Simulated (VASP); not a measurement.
Set up this calculation in VASP 6.6.1, as the native input.

```yaml
Task: relaxation of cell and atoms
Functional: PBE
Potentials_or_basis: VASP PAW PBE potentials, release 64 (Ga_d, As)
Cutoff: 600 eV
k_mesh: 10 × 10 × 10
Occupations: gaussian, width 0.1 eV
Spin: no spin polarisation
Further_INCAR_settings: ALGO = Normal; EDIFF = 1e-07; IBRION = 2; EDIFFG = -0.005; NSW = 90; ISIF = 3
```

The structure of GaAs lies in POSCAR:

```
GaAs
1.0
    0.0000000000      2.8750910500      2.8750910500
    2.8750910500      0.0000000000      2.8750910500
    2.8750910500      2.8750910500      0.0000000000
Ga As
1 1
Direct
    0.0000000000      0.0000000000      0.0000000000
    0.7500000000      0.7500000000      0.7500000000
```

The cell is a database's computed one.

One way to write it, as run:

INCAR

```
ALGO = Normal ; EDIFF = 1E-7
EDIFFG = -0.005 ; ENCUT = 600
GGA = PE ; IBRION = 2
ISIF = 3 ; ISMEAR = 0
LASPH = True ; LCHARG = False
LREAL = False ; LWAVE = False
NELM = 60 ; NSW = 90
PREC = Accurate ; SIGMA = 0.1
```

KPOINTS

```
k-points
0
Gamma
  10 10 10
```

Potentials or basis: VASP PAW PBE potentials, release 64 (Ga_d, As).

Command:

```sh
$ cat potpaw_PBE.64/Ga_d/POTCAR potpaw_PBE.64/As/POTCAR > POTCAR
$ mpirun -np 1 vasp_std > vasp.out
```

Results of the run:

The pressure after relaxing is 0.0 GPa. The band gap on the k mesh is 0.15 eV, direct.

Caveat: the relaxation stopped at its first step, so nothing moved.

Wall time 11 s on 1 thread of Intel(R) Xeon(R) 6975P-C (Granite Rapids), with other jobs on the host, peak memory 0.19 GiB.
